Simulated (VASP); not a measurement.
Level of theory: PBE GGA, VASP's PBE PAW potentials (set 64) (plane waves; VASP).

VASP ran on this input.

### INCAR
```
! general
SYSTEM =LiI
PREC   =Accurate
ENCUT  =520
LREAL  =F
LASPH  =T
ICHARG =11   ! fixed density

! electronic loop
EDIFF  =1E-6   ! SCF stop (eV)
NELM   =100   ! most electronic steps
ALGO   =Normal
LMAXMIX=4   ! l cut-off of mixed one-centre charges

! smearing
ISMEAR =0   ! Gaussian
SIGMA  =0.05   ! width (eV)

! functional
GGA    =PE   ! PBE

! output
LWAVE  =F
LCHARG =F
```

File POSCAR:
```
LiI
1
    0.0000000000     3.0100000000     3.0100000000
    3.0100000000     0.0000000000     3.0100000000
    3.0100000000     3.0100000000     0.0000000000
Li I
1 1
Direct
  0.0000000000   0.0000000000   0.0000000000
  0.5000000000   0.5000000000   0.5000000000
```

KPOINTS:
```
k-points along high-symmetry lines
15
Line-mode
Reciprocal
  0.000000   0.000000   0.000000 ! GAMMA
  0.500000   0.000000   0.500000 ! X

  0.500000   0.000000   0.500000 ! X
  0.625000   0.250000   0.625000 ! U

  0.375000   0.375000   0.750000 ! K
  0.000000   0.000000   0.000000 ! GAMMA

  0.000000   0.000000   0.000000 ! GAMMA
  0.500000   0.500000   0.500000 ! L

  0.500000   0.500000   0.500000 ! L
  0.500000   0.250000   0.750000 ! W

  0.500000   0.250000   0.750000 ! W
  0.500000   0.000000   0.500000 ! X
```

POTCAR, in this order: Li_sv I (PBE.64 set). Program: vasp_std. Read from the step before: CHGCAR.

What VASP printed:

File OSZICAR:
```
       N       E                     dE             d eps       ncg     rms          rms(c)
DAV:   1     0.382711256163E+02    0.38271E+02   -0.36451E+03  1620   0.968E+02
DAV:   2    -0.350077475601E+01   -0.41772E+02   -0.39679E+02  2196   0.135E+02
DAV:   3    -0.528172108332E+01   -0.17809E+01   -0.17795E+01  2043   0.324E+01
DAV:   4    -0.533515451915E+01   -0.53433E-01   -0.53385E-01  2584   0.590E+00
DAV:   5    -0.533582345506E+01   -0.66894E-03   -0.66889E-03  2266   0.552E-01
DAV:   6    -0.533583416502E+01   -0.10710E-04   -0.10710E-04  2618   0.631E-02
DAV:   7    -0.533583423890E+01   -0.73879E-07   -0.73866E-07  2290   0.464E-03
   1 F= -.53358342E+01 E0= -.53358342E+01  d E =-.325529E-14
```

File OUTCAR:
```
 val. band max:        2.0919555370   @ k =   0.0804   0.0804   0.1607

 cond. band min:       6.3415353874   @ k =   0.0000   0.0000   0.0000



 k-point     1 :       0.0000    0.0000    0.0000
  band No.  band energies     occupation
      1     -43.2949      2.00000
      2      -9.5455      2.00000
      3       2.0817      2.00000
      4       2.0817      2.00000
      5       2.0817      2.00000
      6       6.3415      0.00000
      7      10.3620      0.00000
      8      10.3620      0.00000
      9      10.3620      0.00000

 k-point     2 :       0.0357    0.0000    0.0357
  band No.  band energies     occupation
      1     -43.2949      2.00000
      2      -9.5379      2.00000
      3       2.0294      2.00000
      4       2.0630      2.00000
      5       2.0630      2.00000
      6       6.4138      0.00000
      7      10.2624      0.00000
      8      10.3731      0.00000
      9      10.3731      0.00000

 k-point     3 :       0.0714    0.0000    0.0714
  band No.  band energies     occupation
      1     -43.2949      2.00000
      2      -9.5153      2.00000
      3       1.8820      2.00000
      4       2.0085      2.00000
      5       2.0085      2.00000
      6       6.6206      0.00000
      7      10.0131      0.00000
      8      10.4093      0.00000
      9      10.4210      0.00000

 k-point     4 :       0.1071    0.0000    0.1071
  band No.  band energies     occupation
      1     -43.2948      2.00000
      2      -9.4783      2.00000
      3       1.6617      2.00000
      4       1.9231      2.00000
      5       1.9231      2.00000
      6       6.9376      0.00000
      7       9.6955      0.00000
      8       9.9153      0.00000
      9      10.4763      0.00000

 k-point     5 :       0.1429    0.0000    0.1429
  band No.  band energies     occupation
      1     -43.2948      2.00000
      2      -9.4281      2.00000
      3       1.3928      2.00000
      4       1.8138      2.00000
...
```

The density is held fixed in this step, so its total energy and stress have no physical meaning. Unless said otherwise, spin-orbit coupling is left out, though it shifts the bands of the heavy elements here.

The compound is LiI in the rock salt structure. The cell was not relaxed at this level.
